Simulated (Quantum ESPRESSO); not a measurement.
KI under changes of volume

One of the cells (44.091 Å³/atom); the others are scaled copies at fixed shape and fractional positions:

```
CELL_PARAMETERS angstrom
0.00000 3.53277 3.53277
3.53277 0.00000 3.53277
3.53277 3.53277 0.00000
ATOMIC_POSITIONS crystal
I 0.50000 0.50000 0.50000
K 0.00000 0.00000 0.00000
```

- Program: Quantum ESPRESSO 7.5
- Functional: r2SCAN
- Potentials or basis: SG15 PBE 1.2
- Cutoff: 1020 eV
- Density cutoff: 4082 eV
- k mesh: 5 × 5 × 5
- Occupations: fermi-dirac, width 0.05 eV
- Spin: no spin polarisation

```tsv
volume (Å³/atom)	energy over the lowest point (meV/atom)	pressure (GPa)	gap on the mesh (eV)
41.445	6.11	0.8	4.73
42.327	?	?	?
43.209	0.45	0.2	4.62
44.091	0.00	-0.1	4.57
44.973	0.92	-0.3	4.52
45.854	3.07	-0.5	4.48
46.736	6.32	-0.7	4.43
```

Problem. What does the run at 42.327 Å³/atom give?

Solution. Energy over the lowest point 2.42 meV/atom; pressure 0.5 GPa; gap on the mesh 4.68 eV.

Worked out: A Birch-Murnaghan fit of order 3 (a polynomial in V^(-2/3)) to the other rows has its minimum at 43.92 Å³/atom with B0 = V·E''(V) = 12.6 GPa and B' = 4.4. It gives 2.43 meV/atom at 42.327 Å³/atom, against the run's 2.42, and -dE/dV = 0.5 GPa, against 0.5. A straight line through the other rows of the gap, of slope -2.48 eV per unit of ln V (its deformation potential), gives 4.67 eV, against the run's 4.68.

Energies are extrapolated to zero smearing.

Caveats: the potentials were made for another functional, which shifts forces and pressure; spin-orbit coupling is left out, which moves the levels of the heavy elements.
